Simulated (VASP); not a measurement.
# W (Im-3m) in VASP: further runs

One crystal, W, is run at these levels: LDA; tasks: relaxation of cell and atoms.

Program: VASP 6.6.1. These are calculated values, not measurements. Logs are shortened: lines on timing, memory, paths and dates and some standing lists are left out, and cuts for length are marked.

## (1) Starting point

Symmetry: Im-3m, No. 229, cubic system. Conventional cell: a = 3.165 Å, b = 3.165 Å, c = 3.165 Å, α = 90.00°, β = 90.00°, γ = 90.00°. Around W (site symmetry m-3m) lie 8 W at 2.74 Å.

## (2) Relaxation of cell and atoms, LDA

INCAR

```
PREC = Accurate
ENCUT = 520
EDIFF = 1E-7
ISMEAR = 0
SIGMA = 0.1
LREAL = False
LASPH = True
NELM = 80
ALGO = Normal
ISIF = 3
LWAVE = False
LCHARG = False
IBRION = 2
NSW = 80
EDIFFG = -0.002
```

KPOINTS

```
Automatic mesh
0
Gamma
  18 18 18
```

POSCAR

```
W
1.0
   -1.5823450000      1.5823450000      1.5823450000
    1.5823450000     -1.5823450000      1.5823450000
    1.5823450000      1.5823450000     -1.5823450000
W
1
Direct
    0.0000000000      0.0000000000      0.0000000000
```

Potentials or basis: VASP PAW LDA potentials, release 64 (W_sv).

Command:

```bash
$ cat potpaw_LDA.64/W_sv/POTCAR > POTCAR
$ mpirun -np 1 vasp_std > vasp.out
```

OUTCAR:

```text
PREC = Accurate
   ENCUT = 520
   EDIFF = 1E-7
   ISMEAR = 0
   LREAL = False
   LASPH = True
   NELM = 80
   ISIF = 3
   IBRION = 2
   NSW = 80
   EDIFFG = -0.002

 ion  position               nearest neighbor table
   1  0.000  0.000  0.000-

  LATTYP: Found a body centered cubic cell.
 ALAT       =     3.1646900000

  Lattice vectors:

 A1 = (  -1.5823450000,   1.5823450000,   1.5823450000)
 A2 = (   1.5823450000,  -1.5823450000,   1.5823450000)
 A3 = (   1.5823450000,   1.5823450000,  -1.5823450000)

Analysis of symmetry for initial positions (statically):
=====================================================================
 Subroutine PRICEL returns:
 Original cell was already a primitive cell.

 Routine SETGRP: Setting up the symmetry group for a
 body centered cubic supercell.

 Subroutine GETGRP returns: Found 48 space group operations
 (whereof 48 operations were pure point group operations)
 out of a pool of 48 trial point group operations.

The static configuration has the point symmetry O_h .

Analysis of symmetry for dynamics (positions and initial velocities):
=====================================================================
 Subroutine PRICEL returns:
 Original cell was already a primitive cell.

 Routine SETGRP: Setting up the symmetry group for a
 body centered cubic supercell.

 Subroutine GETGRP returns: Found 48 space group operations
 (whereof 48 operations were pure point group operations)
 out of a pool of 48 trial point group operations.

The dynamic configuration has the point symmetry O_h .

 Subroutine INISYM returns: Found 48 space group operations
 (whereof 48 operations are pure point group operations),
 and found     1 'primitive' translations

----------------------------------------------------------------------------------------

                                     Primitive cell

  volume of cell :      15.8476

  direct lattice vectors                    reciprocal lattice vectors
    -1.582345000  1.582345000  1.582345000     0.000000000  0.315986716  0.315986716
     1.582345000 -1.582345000  1.582345000     0.315986716  0.000000000  0.315986716
     1.582345000  1.582345000 -1.582345000     0.315986716  0.315986716  0.000000000

  length of vectors
     2.740701935  2.740701935  2.740701935     0.446872699  0.446872699  0.446872699

  position of ions in fractional coordinates (direct lattice)
     0.000000000  0.000000000  0.000000000

  ion indices of the primitive-cell ions
   primitive index   ion index
                 1           1

----------------------------------------------------------------------------------------

 KPOINTS: Automatic mesh

Automatic generation of k-mesh.
 Grid dimensions read from file:
 generate k-points for:   18   18   18

 Generating k-lattice:

  Cartesian coordinates                     Fractional coordinates (reciprocal lattice)
     0.000000000  0.017554818  0.017554818     0.055555556  0.000000000  0.000000000
     0.017554818  0.000000000  0.017554818     0.000000000  0.055555556  0.000000000
     0.017554818  0.017554818  0.000000000     0.000000000  0.000000000  0.055555556

  Length of vectors
     0.024826261  0.024826261  0.024826261

  Shift w.r.t. Gamma in fractional coordinates (k-lattice)
     0.000000000  0.000000000  0.000000000

 Subroutine IBZKPT returns following result:
 ===========================================

 Found    195 irreducible k-points:

 Following reciprocal coordinates:
            Coordinates               Weight
  0.000000  0.000000  0.000000      1.000000
  0.055556  0.000000  0.000000     12.000000
  0.111111  0.000000  0.000000     12.000000
  0.166667  0.000000  0.000000     12.000000
  0.222222  0.000000  0.000000     12.000000
  0.277778  0.000000  0.000000     12.000000
[... 16 lines left out ...]
  0.333333  0.111111 -0.000000     48.000000
  0.388889  0.111111  0.000000     48.000000
 [... further k-points ...]
   k-points           NKPTS =    195   k-points in BZ     NKDIM =    195   number of bands    NBANDS=     11
   number of dos      NEDOS =    301   number of ions     NIONS =      1
   total plane-waves  NPLWV =   8000
   dimension x,y,z NGX =    20 NGY =   20 NGZ =   20
   dimension x,y,z NGXF=    40 NGYF=   40 NGZF=   40
   ions per type =               1
   NGX,Y,Z   is equivalent  to a cutoff of  12.13, 12.13, 12.13 a.u.
   NGXF,Y,Z  is equivalent  to a cutoff of  24.26, 24.26, 24.26 a.u.
 SYSTEM =  unknown system
   PREC   = accura    normal or accurate (medium, high low for compatibility)
   ISTART =      0    job   : 0-new  1-cont  2-samecut
   ICHARG =      2    charge: 1-file 2-atom 10-const
   ISPIN  =      1    spin polarized calculation?
   LNONCOLLINEAR =      F non collinear calculations
   LSORBIT =      F    spin-orbit coupling
   LASPH  =      T    aspherical Exc in radial PAW
   ENCUT  =  520.0 eV  38.22 Ry    6.18 a.u.   5.10  5.10  5.10*2*pi/ulx,y,z
   NELM   =     80;   NELMIN=  2; NELMDL= -5     # of ELM steps
   EDIFF  = 0.1E-06   stopping-criterion for ELM
   LREAL  =      F    real-space projection
   EDIFFG = -.2E-02   stopping-criterion for IOM
   NSW    =     80    number of steps for IOM
   IBRION =      2    ionic relax: 0-MD 1-quasi-New 2-CG
   NFREE  =      1    steps in history (QN), initial steepest desc. (CG)
   ISIF   =      3    stress and relaxation
   ISYM   =      2    0-nonsym 1-usesym 2-fastsym
   POTIM  = 0.5000    time-step for ionic-motion
   TEBEG  =    0.0;   TEEND  =   0.0 temperature during run
   PSTRESS=    0.0 pullay stress
   NELECT =      14.0000    total number of electrons
   NUPDOWN=      -1.0000    fix difference up-down
   EMIN   =  10.00;   EMAX   =-10.00  energy-range for DOS
   EFERMI =   0.00;   METHOD = LEGACY
   ISMEAR =     0;   SIGMA  =   0.10  broadening in eV -4-tet -1-fermi 0-gaus
   EFERMI_NEDOS =   21; number of points for ismear=-14 and -15
   IALGO  =     38    algorithm
   IMIX   =      4    mixing-type and parameters
     AMIX     =   0.40;   BMIX     =  1.00
     AMIX_MAG =   1.60;   BMIX_MAG =  1.00
  volume/ion in A,a.u.               =      15.85       106.94
  Fermi-wavevector in a.u.,A,eV,Ry     =   1.570832  2.968442 33.572544  2.467512
  Thomas-Fermi vector in A             =   2.672506
   LORBIT       =      0    0 simple, 1 ext, 2 COOP (PROOUT), +10 PAW based schemes
   GGA     = CA    functional components
   LHFCALC =     F    Hartree Fock is set to
   AEXX    =    0.0000 exact exchange contribution
   IVDW    =     0    specifies the selected vdW correction
   LEPSILON=     F    determine dielectric tensor
   LRPA    =     F    only Hartree local field effects (RPA)
 conjugate gradient relaxation of ions
 non-spin polarized calculation
 Gauss-broadening in eV      SIGMA  =   0.10
  energy-cutoff  :      520.00
  volume of cell :       15.85
 maximum number of plane-waves:       440
   NGX = 11   NGY = 11   NGZ = 11

--------------------------------------- Ionic step        1  -------------------------------------------

 number of electron      14.0000003 magnetization

 Free energy of the ion-electron system (eV)
  ---------------------------------------------------
  ext. energy  EPLUGINS =         0.00000000
  ---------------------------------------------------
  free energy    TOTEN  =       -14.09397988 eV

  energy without entropy =      -14.09043000  energy(sigma->0) =      -14.09220494

------------------------ aborting loop because EDIFF is reached ----------------------------------------

  FORCE on cell =-STRESS in cart. coord.  units (eV):
  Direction    XX          YY          ZZ          XY          YZ          ZX
  --------------------------------------------------------------------------------------
  -------------------------------------------------------------------------------------
  Total       -0.6910584     -0.6910584     -0.6910584      0.0000000      0.0000000     -0.0000000
  in kB      -69.8653407    -69.8653407    -69.8653407      0.0000000      0.0000000     -0.0000000
  external PRESSURE =     -69.8653407 kB  Pullay stress =       0.0000000 kB
[... 195 lines left out ...]
  energy  without entropy=      -14.0977953382  energy(sigma->0) =      -14.09964248

--------------------------------------- Ionic step        7  -------------------------------------------

 number of electron      14.0000005 magnetization

 Free energy of the ion-electron system (eV)
  ---------------------------------------------------
  ext. energy  EPLUGINS =         0.00000000
  ---------------------------------------------------
  free energy    TOTEN  =       -14.10150400 eV

  energy without entropy =      -14.09780183  energy(sigma->0) =      -14.09965292

 E-fermi :  11.6267     XC(G=0): -13.9533

 val. band max:       11.6040438481   @ k =  -0.4444   0.4444   0.2778
 cond. band min:      11.6281150341   @ k =  -0.2778   0.3333   0.2222
 fundamental gap:      0.0240711859
 Fermi energy:        11.6267276693

 k-point     1 :       0.0000    0.0000    0.0000
  band No.  band energies     occupation
      1     -62.0820      2.00000
      2     -25.8551      2.00000
      3     -25.8551      2.00000
      4     -25.8551      2.00000
      5       1.9768      2.00000
      6      10.3411      2.00000
      7      10.3411      2.00000
      8      10.3411      2.00000
      9      13.8788      0.00000
     10      13.8788      0.00000
     11      26.2651      0.00000
[... 309 lines left out ...]
 k-point    24 :       0.3889    0.1111    0.0000
  band No.  band energies     occupation
      1     -61.9293      2.00000
      2     -27.1761      2.00000
      3     -26.3499      2.00000
      4     -25.9264      2.00000
      5       5.6995      2.00000
      6       8.1129      2.00000
      7      11.1777      2.00000
      8      13.6745      0.00000
      9      15.0457      0.00000
     10      18.2721      0.00000
     11      22.8907      0.00000

 [... further k-points ...]
[... 5 lines left out ...]
  --------------------------------------------------------------------------------------
  -------------------------------------------------------------------------------------
  Total       -0.0000336     -0.0000336     -0.0000336      0.0000000     -0.0000000      0.0000000
  in kB       -0.0034665     -0.0034665     -0.0034665      0.0000000     -0.0000000      0.0000000
  external PRESSURE =      -0.0034665 kB  Pullay stress =       0.0000000 kB
[... 16 lines left out ...]
  FREE ENERGIE OF THE ION-ELECTRON SYSTEM (eV)
  ---------------------------------------------------
  free  energy   TOTEN  =       -14.1015040034 eV

  energy  without entropy=      -14.0978018279  energy(sigma->0) =      -14.09965292

 reached required accuracy - stopping structural energy minimisation
```

Run time: 53 s. Hardware: 1 thread of Intel Xeon Platinum 8488C (Sapphire Rapids), shared host; peak memory 0.15 GiB.

Results:

```yaml
Free_energy: -14.1015 eV
Relaxed_volume: 15.51 Å³/atom
Relaxed_cell: a = 2.721 Å, b = 2.721 Å, c = 2.721 Å, α = 109.47°, β = 109.47°, γ = 109.47°
Space_group_after_relaxing_to_0.05_Å: Im-3m (No. 229)
Energy_gained_by_relaxing: 7.5 meV/atom
Ionic_steps: 7
Pressure_after_relaxing: 0.0 GPa
Band_gap_on_the_k_mesh: none (metal or under the smearing width)
```

Step by step:
```csv
step,energy change (eV),largest force (eV/Å),pressure (GPa),volume (Å³)
1,0.0000,0.0000,-6.99,15.85
2,0.1025,0.0000,31.60,14.31
3,-0.0075,0.0000,-0.26,15.52
4,-0.0075,0.0000,-0.05,15.51
5,-0.0075,0.0000,0.11,15.50
6,-0.0075,0.0000,-0.31,15.52
7,-0.0075,0.0000,0.00,15.51
```

Final structure:
```yaml
crystal:
  lattice:
    - [-1.57096, 1.57096, 1.57096]
    - [1.57096, -1.57096, 1.57096]
    - [1.57096, 1.57096, -1.57096]
  atoms:
    - { symbol: W, position: [0.00000, 0.00000, 0.00000] }
```

Levels at points of the mesh, in eV from the Fermi level:
```
           k point  band 4  band 5  band 6  band 7  band 8  band 9  band 10  band 11
(0.00, 0.00, 0.00)  -37.48   -9.65   -1.29   -1.29   -1.29    2.25     2.25    14.64
(0.50, 0.00, 0.00)  -37.49   -6.39   -3.68    0.93    2.17    3.16     6.34    11.46
(0.50, 0.50, 0.50)  -38.46   -6.01   -6.01    5.32    5.32    5.32     8.55     8.55
```

Spin-orbit coupling is left out, which matters for the levels of W. LDA usually gives volumes a few per cent too small.

## (3) Relaxation of cell and atoms, LDA

This run uses another cell than the first one, of 15.51 Å³/atom, 0.979 times its volume.

INCAR is that of step 2.

KPOINTS is that of step 2.

POSCAR

```
W                                       
1.0
   -1.5709604538      1.5709604538      1.5709604538
    1.5709604538     -1.5709604538      1.5709604538
    1.5709604538      1.5709604538     -1.5709604538
  W             
     1
Direct
     0.0000000000000000    0.0000000000000000    0.0000000000000000
```

Potentials or basis: VASP PAW LDA potentials, release 64 (W_sv).

Command:

```bash
$ cat potpaw_LDA.64/W_sv/POTCAR > POTCAR
$ mpirun -np 1 vasp_std > vasp.out
```

OUTCAR:

```text
PREC = Accurate
   ENCUT = 520
   EDIFF = 1E-7
   ISMEAR = 0
   LREAL = False
   LASPH = True
   NELM = 80
   ISIF = 3
   IBRION = 2
   NSW = 80
   EDIFFG = -0.002

 ion  position               nearest neighbor table
   1  0.000  0.000  0.000-

  LATTYP: Found a body centered cubic cell.
 ALAT       =     3.1419209076

  Lattice vectors:

 A1 = (  -1.5709604538,   1.5709604538,   1.5709604538)
 A2 = (   1.5709604538,  -1.5709604538,   1.5709604538)
[... 509 lines left out ...]
      3     -26.3499      2.00000
      4     -25.9264      2.00000
      5       5.6996      2.00000
      6       8.1129      2.00000
      7      11.1778      2.00000
      8      13.6745      0.00000
      9      15.0457      0.00000
     10      18.2721      0.00000
     11      22.8907      0.00000

 [... further k-points ...]
[... 5 lines left out ...]
  --------------------------------------------------------------------------------------
  -------------------------------------------------------------------------------------
  Total       -0.0009251     -0.0009251     -0.0009251      0.0000000     -0.0000000      0.0000000
  in kB       -0.0955719     -0.0955719     -0.0955719      0.0000000     -0.0000000      0.0000000
  external PRESSURE =      -0.0955719 kB  Pullay stress =       0.0000000 kB

 VOLUME and BASIS-vectors are now :
 -----------------------------------------------------------------------------
  energy-cutoff  :      520.00
  volume of cell :       15.51
      direct lattice vectors                 reciprocal lattice vectors
    -1.570960454  1.570960454  1.570960454     0.000000000  0.318276631  0.318276631
     1.570960454 -1.570960454  1.570960454     0.318276631  0.000000000  0.318276631
     1.570960454  1.570960454 -1.570960454     0.318276631  0.318276631  0.000000000

 POSITION                                       TOTAL-FORCE (eV/Angst)
 -----------------------------------------------------------------------------------
      0.00000      0.00000      0.00000        -0.000000      0.000000      0.000000
 -----------------------------------------------------------------------------------
    total drift:                                0.000000     -0.000000      0.000000

  FREE ENERGIE OF THE ION-ELECTRON SYSTEM (eV)
  ---------------------------------------------------
  free  energy   TOTEN  =       -14.1012962323 eV

  energy  without entropy=      -14.0975938933  energy(sigma->0) =      -14.09944506

 reached required accuracy - stopping structural energy minimisation
```

CONTCAR:

```text
W
   1.00000000000000
    -1.5709604537999999    1.5709604537999999    1.5709604537999999
     1.5709604537999999   -1.5709604537999999    1.5709604537999999
     1.5709604537999999    1.5709604537999999   -1.5709604537999999
  W
     1
Direct
     0.0000000000000000    0.0000000000000000    0.0000000000000000

  0.00000000E+00  0.00000000E+00  0.00000000E+00
```

Wall time 14 s (1 thread of Intel Xeon Platinum 8488C (Sapphire Rapids), shared host); peak memory 0.14 GiB.

What came out:

| Item | Value |
| --- | --- |
| Free energy | -14.1013 eV |
| Pressure after relaxing | 0.0 GPa |
| Band gap on the k mesh | none (metal or under the smearing width) |

Final structure:
```
W
1.0
    -1.57096    1.57096    1.57096
     1.57096   -1.57096    1.57096
     1.57096    1.57096   -1.57096
W
1
Direct
  0.00000 0.00000 0.00000
```

Caveat: the relaxation stopped at its first step, so nothing moved.
